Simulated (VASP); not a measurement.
The system is Mg.

```xyz
2
Lattice="3.2093 0.0000 0.0000 -1.6046 2.7793 0.0000 0.0000 0.0000 5.2103" Properties=species:S:1:pos:R:3 pbc="T T T"
Mg    0.0000    1.8529    1.3026
Mg    1.6047    0.9264    3.9077
```

* Program: VASP 6.6.1
* Task: relaxation of cell and atoms
* Functional: r2SCAN
* Potentials or basis: VASP PAW PBE potentials, release 64 (Mg)
* Cutoff: 600 eV
* k mesh: 9 × 9 × 5
* Occupations: fermi-dirac, width 0.05 eV
* Spin: no spin polarisation

At the start: pressure -1.4 GPa; volume 23.24 Å³/atom.

How do energy, volume and symmetry change on relaxing?

Over 3 steps the energy falls by 3.6 meV/atom and the volume is 22.43 Å³/atom (-3.5 %); space group P6_3/mmc (No. 194, to 0.05 Å).

The path:
```csv
step,energy change (eV),largest force (eV/Å),pressure (GPa),volume (Å³)
1,0.0000,0.0000,-1.36,46.47
2,-0.0069,0.0000,-0.29,45.16
3,-0.0072,0.0000,-0.01,44.85
```

Final structure:
```xyz
2
Lattice="3.1715 0.0000 0.0000 -1.5858 2.7466 0.0000 0.0000 0.0000 5.1490" Properties=species:S:1:pos:R:3 pbc="T T T"
Mg    0.0000    1.8311    1.2872
Mg    1.5858    0.9155    3.8617
```

Caveat: the PAW data sets were made with another functional, which shifts forces and pressure a little.
